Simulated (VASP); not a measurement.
# W (Im-3m) in VASP: further runs

Runs on W. Level: PBE. Tasks: relaxation of cell and atoms.

Everything below comes from runs of VASP 6.6.1. Logs are shortened: lines on timing, memory, paths and dates and some standing lists are left out, and cuts for length are marked.

### 1 Starting point

The structure is cubic, space group Im-3m (No. 229). The conventional cell has a = 3.165 Å, b = 3.165 Å, c = 3.165 Å, α = 90.00°, β = 90.00°, γ = 90.00°. Around W (site symmetry m-3m) lie 8 W at 2.74 Å.

### 2 Relaxation of cell and atoms, PBE

INCAR reads:

```
PREC     = Accurate       # precision mode
ENCUT    = 520            # plane-wave cutoff, eV
EDIFF    = 1E-6           # SCF threshold, eV
ISMEAR   = 0              # smearing method
SIGMA    = 0.1            # smearing width, eV
LREAL    = F              # projectors in reciprocal space
LASPH    = T              # aspherical terms in the spheres
NELM     = 120            # most SCF steps
ALGO     = Normal         # electronic algorithm
ISIF     = 3              # what is computed and relaxed
LWAVE    = F              # write WAVECAR
LCHARG   = F              # write CHGCAR
GGA      = PE             # functional
IBRION   = 2              # ionic algorithm
NSW      = 90             # ionic steps
EDIFFG   = -0.01          # ionic threshold
```

KPOINTS reads:

```
Automatic mesh
0
Gamma
  19 19 19
```

POSCAR reads:

```
W
1.0
   -1.5823450000      1.5823450000      1.5823450000
    1.5823450000     -1.5823450000      1.5823450000
    1.5823450000      1.5823450000     -1.5823450000
W
1
Direct
    0.0000000000      0.0000000000      0.0000000000
```

Potentials or basis: VASP PAW PBE potentials, release 64 (W_sv).

Launch:

```console
> cat potpaw_PBE.64/W_sv/POTCAR > POTCAR
> mpirun -np 1 vasp_std > vasp.out
```

OUTCAR:

```text
PREC = Accurate
   ENCUT = 520
   EDIFF = 1E-6
   ISMEAR = 0
   LREAL = F
   LASPH = T
   NELM = 120
   ISIF = 3
   GGA = PE
   IBRION = 2
   NSW = 90
   EDIFFG = -0.01

 ion  position               nearest neighbor table
   1  0.000  0.000  0.000-

  LATTYP: Found a body centered cubic cell.
 ALAT       =     3.1646900000

  Lattice vectors:

 A1 = (  -1.5823450000,   1.5823450000,   1.5823450000)
 A2 = (   1.5823450000,  -1.5823450000,   1.5823450000)
 A3 = (   1.5823450000,   1.5823450000,  -1.5823450000)

Analysis of symmetry for initial positions (statically):
=====================================================================
 Subroutine PRICEL returns:
 Original cell was already a primitive cell.

 Routine SETGRP: Setting up the symmetry group for a
 body centered cubic supercell.

 Subroutine GETGRP returns: Found 48 space group operations
 (whereof 48 operations were pure point group operations)
 out of a pool of 48 trial point group operations.

The static configuration has the point symmetry O_h .

Analysis of symmetry for dynamics (positions and initial velocities):
=====================================================================
 Subroutine PRICEL returns:
 Original cell was already a primitive cell.

 Routine SETGRP: Setting up the symmetry group for a
 body centered cubic supercell.

 Subroutine GETGRP returns: Found 48 space group operations
 (whereof 48 operations were pure point group operations)
 out of a pool of 48 trial point group operations.

The dynamic configuration has the point symmetry O_h .

 Subroutine INISYM returns: Found 48 space group operations
 (whereof 48 operations are pure point group operations),
 and found     1 'primitive' translations

----------------------------------------------------------------------------------------

                                     Primitive cell

  volume of cell :      15.8476

  direct lattice vectors                    reciprocal lattice vectors
    -1.582345000  1.582345000  1.582345000     0.000000000  0.315986716  0.315986716
     1.582345000 -1.582345000  1.582345000     0.315986716  0.000000000  0.315986716
     1.582345000  1.582345000 -1.582345000     0.315986716  0.315986716  0.000000000

  length of vectors
     2.740701935  2.740701935  2.740701935     0.446872699  0.446872699  0.446872699

  position of ions in fractional coordinates (direct lattice)
     0.000000000  0.000000000  0.000000000

  ion indices of the primitive-cell ions
   primitive index   ion index
                 1           1

----------------------------------------------------------------------------------------

 KPOINTS: Automatic mesh

Automatic generation of k-mesh.
 Grid dimensions read from file:
 generate k-points for:   19   19   19

 Generating k-lattice:

  Cartesian coordinates                     Fractional coordinates (reciprocal lattice)
     0.000000000  0.016630880  0.016630880     0.052631579  0.000000000  0.000000000
     0.016630880  0.000000000  0.016630880     0.000000000  0.052631579  0.000000000
     0.016630880  0.016630880  0.000000000     0.000000000  0.000000000  0.052631579

  Length of vectors
     0.023519616  0.023519616  0.023519616

  Shift w.r.t. Gamma in fractional coordinates (k-lattice)
     0.000000000  0.000000000  0.000000000

 Subroutine IBZKPT returns following result:
 ===========================================

 Found    220 irreducible k-points:

 Following reciprocal coordinates:
            Coordinates               Weight
  0.000000  0.000000  0.000000      1.000000
  0.052632  0.000000  0.000000     12.000000
  0.105263  0.000000  0.000000     12.000000
  0.157895  0.000000  0.000000     12.000000
  0.210526  0.000000  0.000000     12.000000
  0.263158  0.000000  0.000000     12.000000
[... 16 lines left out ...]
  0.263158  0.105263  0.000000     48.000000
  0.315789  0.105263  0.000000     48.000000
 [... further k-points ...]
   k-points           NKPTS =    220   k-points in BZ     NKDIM =    220   number of bands    NBANDS=     11
   number of dos      NEDOS =    301   number of ions     NIONS =      1
   total plane-waves  NPLWV =   8000
   dimension x,y,z NGX =    20 NGY =   20 NGZ =   20
   dimension x,y,z NGXF=    40 NGYF=   40 NGZF=   40
   ions per type =               1
   NGX,Y,Z   is equivalent  to a cutoff of  12.13, 12.13, 12.13 a.u.
   NGXF,Y,Z  is equivalent  to a cutoff of  24.26, 24.26, 24.26 a.u.
 SYSTEM =  unknown system
   PREC   = accura    normal or accurate (medium, high low for compatibility)
   ISTART =      0    job   : 0-new  1-cont  2-samecut
   ICHARG =      2    charge: 1-file 2-atom 10-const
   ISPIN  =      1    spin polarized calculation?
   LNONCOLLINEAR =      F non collinear calculations
   LSORBIT =      F    spin-orbit coupling
   LASPH  =      T    aspherical Exc in radial PAW
   ENCUT  =  520.0 eV  38.22 Ry    6.18 a.u.   5.10  5.10  5.10*2*pi/ulx,y,z
   NELM   =    120;   NELMIN=  2; NELMDL= -5     # of ELM steps
   EDIFF  = 0.1E-05   stopping-criterion for ELM
   LREAL  =      F    real-space projection
   EDIFFG = -.1E-01   stopping-criterion for IOM
   NSW    =     90    number of steps for IOM
   IBRION =      2    ionic relax: 0-MD 1-quasi-New 2-CG
   NFREE  =      1    steps in history (QN), initial steepest desc. (CG)
   ISIF   =      3    stress and relaxation
   ISYM   =      2    0-nonsym 1-usesym 2-fastsym
   POTIM  = 0.5000    time-step for ionic-motion
   TEBEG  =    0.0;   TEEND  =   0.0 temperature during run
   PSTRESS=    0.0 pullay stress
   NELECT =      14.0000    total number of electrons
   NUPDOWN=      -1.0000    fix difference up-down
   EMIN   =  10.00;   EMAX   =-10.00  energy-range for DOS
   EFERMI =   0.00;   METHOD = LEGACY
   ISMEAR =     0;   SIGMA  =   0.10  broadening in eV -4-tet -1-fermi 0-gaus
   EFERMI_NEDOS =   21; number of points for ismear=-14 and -15
   IALGO  =     38    algorithm
   IMIX   =      4    mixing-type and parameters
     AMIX     =   0.40;   BMIX     =  1.00
     AMIX_MAG =   1.60;   BMIX_MAG =  1.00
  volume/ion in A,a.u.               =      15.85       106.94
  Fermi-wavevector in a.u.,A,eV,Ry     =   1.570832  2.968442 33.572544  2.467512
  Thomas-Fermi vector in A             =   2.672506
   LORBIT       =      0    0 simple, 1 ext, 2 COOP (PROOUT), +10 PAW based schemes
   GGA     = PE    functional components
   LHFCALC =     F    Hartree Fock is set to
   AEXX    =    0.0000 exact exchange contribution
   IVDW    =     0    specifies the selected vdW correction
   LEPSILON=     F    determine dielectric tensor
   LRPA    =     F    only Hartree local field effects (RPA)
 conjugate gradient relaxation of ions
 non-spin polarized calculation
 Gauss-broadening in eV      SIGMA  =   0.10
  energy-cutoff  :      520.00
  volume of cell :       15.85
 maximum number of plane-waves:       439
   NGX = 11   NGY = 11   NGZ = 11

--------------------------------------- Ionic step        1  -------------------------------------------

 number of electron      14.0000004 magnetization

 Free energy of the ion-electron system (eV)
  ---------------------------------------------------
  ext. energy  EPLUGINS =         0.00000000
  ---------------------------------------------------
  free energy    TOTEN  =       -12.95121624 eV

  energy without entropy =      -12.94929553  energy(sigma->0) =      -12.95025588

------------------------ aborting loop because EDIFF is reached ----------------------------------------

  FORCE on cell =-STRESS in cart. coord.  units (eV):
  Direction    XX          YY          ZZ          XY          YZ          ZX
  --------------------------------------------------------------------------------------
  -------------------------------------------------------------------------------------
  Total        0.5943180      0.5943180      0.5943180      0.0000000      0.0000000     -0.0000000
  in kB       60.0849814     60.0849814     60.0849814      0.0000000      0.0000000     -0.0000000
  external PRESSURE =      60.0849814 kB  Pullay stress =       0.0000000 kB

 VOLUME and BASIS-vectors are now :
 -----------------------------------------------------------------------------
  energy-cutoff  :      520.00
  volume of cell :       15.85
      direct lattice vectors                 reciprocal lattice vectors
    -1.582345000  1.582345000  1.582345000     0.000000000  0.315986716  0.315986716
     1.582345000 -1.582345000  1.582345000     0.315986716  0.000000000  0.315986716
     1.582345000  1.582345000 -1.582345000     0.315986716  0.315986716  0.000000000
[... 71 lines left out ...]
 POSITION                                       TOTAL-FORCE (eV/Angst)
 -----------------------------------------------------------------------------------
      0.00000     -0.00000      0.00000         0.000000      0.000000      0.000000
 -----------------------------------------------------------------------------------
    total drift:                                0.000000      0.000000      0.000000

  FREE ENERGIE OF THE ION-ELECTRON SYSTEM (eV)
  ---------------------------------------------------
  free  energy   TOTEN  =       -12.9568378995 eV

  energy  without entropy=      -12.9546429853  energy(sigma->0) =      -12.95574044

--------------------------------------- Ionic step        4  -------------------------------------------

 number of electron      14.0000000 magnetization

 Free energy of the ion-electron system (eV)
  ---------------------------------------------------
  ext. energy  EPLUGINS =         0.00000000
  ---------------------------------------------------
  free energy    TOTEN  =       -12.95684169 eV

  energy without entropy =      -12.95465157  energy(sigma->0) =      -12.95574663

 E-fermi :  11.1342     XC(G=0): -13.5334

 val. band max:       11.1173948343   @ k =  -0.3158   0.3684   0.2632
 cond. band min:      11.1442698602   @ k =  -0.3158   0.3158   0.2105
 fundamental gap:      0.0268750259
 Fermi energy:        11.1341812017

 k-point     1 :       0.0000    0.0000    0.0000
  band No.  band energies     occupation
      1     -63.0321      2.00000
      2     -26.6214      2.00000
      3     -26.6214      2.00000
      4     -26.6214      2.00000
      5       1.6395      2.00000
      6       9.9767      2.00000
      7       9.9768      2.00000
      8       9.9768      2.00000
      9      13.3908      0.00000
     10      13.3908      0.00000
     11      25.6452      0.00000

 k-point     2 :       0.0526    0.0000    0.0000
  band No.  band energies     occupation
      1     -63.0288      2.00000
      2     -26.6568      2.00000
      3     -26.6326      2.00000
      4     -26.6216      2.00000
      5       1.7712      2.00000
      6       9.8966      2.00000
      7       9.9593      2.00000
      8      10.1032      2.00000
      9      13.2612      0.00000
     10      13.3915      0.00000
     11      25.7580      0.00000
[... 295 lines left out ...]
 k-point    24 :       0.3158    0.1053    0.0000
  band No.  band energies     occupation
      1     -62.9244      2.00000
      2     -27.6321      2.00000
      3     -26.9828      2.00000
      4     -26.6746      2.00000
      5       5.3597      2.00000
      6       8.0515      2.00000
      7       9.6278      2.00000
      8      13.0077      0.00000
      9      14.1583      0.00000
     10      15.9012      0.00000
     11      23.4642      0.00000

 [... further k-points ...]

------------------------ aborting loop because EDIFF is reached ----------------------------------------

  FORCE on cell =-STRESS in cart. coord.  units (eV):
  Direction    XX          YY          ZZ          XY          YZ          ZX
  --------------------------------------------------------------------------------------
  -------------------------------------------------------------------------------------
  Total       -0.0032200     -0.0032200     -0.0032200      0.0000000      0.0000000     -0.0000000
  in kB       -0.3193667     -0.3193667     -0.3193667      0.0000000      0.0000000     -0.0000000
  external PRESSURE =      -0.3193667 kB  Pullay stress =       0.0000000 kB

 VOLUME and BASIS-vectors are now :
 -----------------------------------------------------------------------------
  energy-cutoff  :      520.00
  volume of cell :       16.15
      direct lattice vectors                 reciprocal lattice vectors
    -1.592476664  1.592476664  1.592476664     0.000000000  0.313976344  0.313976344
     1.592476664 -1.592476664  1.592476664     0.313976344  0.000000000  0.313976344
     1.592476664  1.592476664 -1.592476664     0.313976344  0.313976344  0.000000000

 POSITION                                       TOTAL-FORCE (eV/Angst)
 -----------------------------------------------------------------------------------
      0.00000     -0.00000      0.00000        -0.000000      0.000000      0.000000
 -----------------------------------------------------------------------------------
    total drift:                                0.000000     -0.000000     -0.000000

  FREE ENERGIE OF THE ION-ELECTRON SYSTEM (eV)
  ---------------------------------------------------
  free  energy   TOTEN  =       -12.9568416869 eV

  energy  without entropy=      -12.9546515707  energy(sigma->0) =      -12.95574663

 reached required accuracy - stopping structural energy minimisation
```

Run time: 25 s. Hardware: 1 thread of Intel Xeon 6975P-C (Granite Rapids), shared host; peak memory 0.16 GiB.

Results:

| Quantity | Value |
| --- | --- |
| Free energy | -12.9568 eV |
| Relaxed volume | 16.15 Å³/atom |
| Relaxed cell | a = 2.758 Å, b = 2.758 Å, c = 2.758 Å, α = 109.47°, β = 109.47°, γ = 109.47° |
| Space group after relaxing (to 0.05 Å) | Im-3m (No. 229) |
| Energy gained by relaxing | 5.6 meV/atom |
| Ionic steps | 4 |
| Pressure after relaxing | 0.0 GPa |
| Band gap on the k mesh | none (metal or under the smearing width) |

The path:
| step | energy change (eV) | largest force (eV/Å) | pressure (GPa) | volume (Å³) |
| --- | --- | --- | --- | --- |
| 1 | 0.0000 | 0.0000 | 6.01 | 15.85 |
| 2 | 0.0571 | 0.0000 | -17.22 | 17.25 |
| 3 | -0.0056 | 0.0000 | -0.13 | 16.16 |
| 4 | -0.0056 | 0.0000 | -0.03 | 16.15 |

Final structure:
```
W
1.0
    -1.59248    1.59248    1.59248
     1.59248   -1.59248    1.59248
     1.59248    1.59248   -1.59248
W
1
Direct
  0.00000 0.00000 0.00000
```

Spin-orbit coupling is left out, which matters for the levels of W. PBE usually gives volumes a little too large and moduli too small.

### 3 Relaxation of cell and atoms, PBE

This run uses another cell than the first one, of 16.15 Å³/atom, 1.019 times its volume.

Changes to INCAR since step 2:

```diff
@@ -2,3 +2,3 @@
 ENCUT    = 520            # plane-wave cutoff, eV
-EDIFF    = 1E-6           # SCF threshold, eV
+EDIFF    = 1E-7           # SCF threshold, eV
 ISMEAR   = 0              # smearing method
@@ -14,3 +14,4 @@
 IBRION   = 2              # ionic algorithm
-NSW      = 90             # ionic steps
-EDIFFG   = -0.01          # ionic threshold
+NSW      = 60             # ionic steps
+EDIFFG   = -0.005         # ionic threshold
+POTIM    = 0.3            # step
```

KPOINTS is that of step 2.

POSCAR reads:

```
W                                       
1.0
   -1.5924766636      1.5924766636      1.5924766636
    1.5924766636     -1.5924766636      1.5924766636
    1.5924766636      1.5924766636     -1.5924766636
  W             
     1
Direct
     0.0000000000000000    0.0000000000000000    0.0000000000000000
```

Potentials or basis: VASP PAW PBE potentials, release 64 (W_sv).

Launch:

```console
> cat potpaw_PBE.64/W_sv/POTCAR > POTCAR
> mpirun -np 1 vasp_std > vasp.out
```

OUTCAR:

```text
PREC = Accurate
   ENCUT = 520
   EDIFF = 1E-7
   ISMEAR = 0
   LREAL = F
   LASPH = T
   NELM = 120
   ISIF = 3
   GGA = PE
   IBRION = 2
   NSW = 60
   EDIFFG = -0.005
   POTIM = 0.3

 ion  position               nearest neighbor table
   1  0.000  0.000  0.000-

  LATTYP: Found a body centered cubic cell.
 ALAT       =     3.1849533272

  Lattice vectors:

 A1 = (  -1.5924766636,   1.5924766636,   1.5924766636)
[... 519 lines left out ...]
     11      23.4641      0.00000

 [... further k-points ...]

------------------------ aborting loop because EDIFF is reached ----------------------------------------

  FORCE on cell =-STRESS in cart. coord.  units (eV):
  Direction    XX          YY          ZZ          XY          YZ          ZX
  --------------------------------------------------------------------------------------
  -------------------------------------------------------------------------------------
  Total       -0.0010771     -0.0010771     -0.0010771      0.0000000      0.0000000      0.0000000
  in kB       -0.1068317     -0.1068317     -0.1068317      0.0000000      0.0000000      0.0000000
  external PRESSURE =      -0.1068317 kB  Pullay stress =       0.0000000 kB

 VOLUME and BASIS-vectors are now :
 -----------------------------------------------------------------------------
  energy-cutoff  :      520.00
  volume of cell :       16.15
      direct lattice vectors                 reciprocal lattice vectors
    -1.592476664  1.592476664  1.592476664     0.000000000  0.313976344  0.313976344
     1.592476664 -1.592476664  1.592476664     0.313976344  0.000000000  0.313976344
     1.592476664  1.592476664 -1.592476664     0.313976344  0.313976344  0.000000000

 POSITION                                       TOTAL-FORCE (eV/Angst)
 -----------------------------------------------------------------------------------
      0.00000      0.00000      0.00000         0.000000      0.000000     -0.000000
 -----------------------------------------------------------------------------------
    total drift:                                0.000000      0.000000     -0.000000

  FREE ENERGIE OF THE ION-ELECTRON SYSTEM (eV)
  ---------------------------------------------------
  free  energy   TOTEN  =       -12.9570402019 eV

  energy  without entropy=      -12.9548504103  energy(sigma->0) =      -12.95594531

 reached required accuracy - stopping structural energy minimisation
```

OSZICAR:

```text
N       E                     dE             d eps       ncg     rms          rms(c)
DAV:   1     0.786767345208E+02    0.78677E+02   -0.78841E+03  4856   0.144E+03
DAV:   2    -0.119214507766E+02   -0.90598E+02   -0.87557E+02  5128   0.337E+02
DAV:   3    -0.135810571251E+02   -0.16596E+01   -0.16405E+01  5578   0.446E+01
DAV:   4    -0.135901170797E+02   -0.90600E-02   -0.90589E-02  5172   0.363E+00
DAV:   5    -0.135901913145E+02   -0.74235E-04   -0.74235E-04  5496   0.330E-01    0.202E+01
DAV:   6    -0.130890720210E+02    0.50112E+00   -0.59824E-01  5142   0.103E+01    0.794E+00
DAV:   7    -0.129610093184E+02    0.12806E+00   -0.31224E-01  5352   0.696E+00    0.668E-01
DAV:   8    -0.129570718928E+02    0.39374E-02   -0.38580E-03  5020   0.946E-01    0.845E-02
DAV:   9    -0.129570444437E+02    0.27449E-04   -0.14055E-04  5561   0.155E-01    0.431E-02
DAV:  10    -0.129570398726E+02    0.45711E-05   -0.14794E-05  5230   0.561E-02    0.639E-03
DAV:  11    -0.129570403906E+02   -0.51803E-06   -0.19790E-07  4745   0.583E-03    0.601E-04
DAV:  12    -0.129570401929E+02    0.19771E-06   -0.73786E-09  2723   0.113E-03    0.639E-05
DAV:  13    -0.129570402019E+02   -0.90383E-08   -0.67043E-10  2555   0.393E-04
   1 F= -.12957040E+02 E0= -.12955945E+02  d E =-.129570E+02
```

CONTCAR:

```text
W
   1.00000000000000
    -1.5924766636000001    1.5924766636000001    1.5924766636000001
     1.5924766636000001   -1.5924766636000001    1.5924766636000001
     1.5924766636000001    1.5924766636000001   -1.5924766636000001
  W
     1
Direct
     0.0000000000000000    0.0000000000000000    0.0000000000000000

  0.00000000E+00  0.00000000E+00  0.00000000E+00
```

Run time: 12 s. Hardware: 1 thread of Intel Xeon 6975P-C (Granite Rapids), shared host; peak memory 0.17 GiB.

What came out:

```
Free energy             : -12.9570 eV
Pressure after relaxing : 0.0 GPa
Band gap on the k mesh  : none (metal or under the smearing width)
```

Final structure:
```
W
1.0
    -1.59248    1.59248    1.59248
     1.59248   -1.59248    1.59248
     1.59248    1.59248   -1.59248
W
1
Direct
  0.00000 0.00000 0.00000
```

Caveat: the relaxation stopped at its first step, so nothing moved. The run has no spin-orbit coupling, so splittings on W are missing.
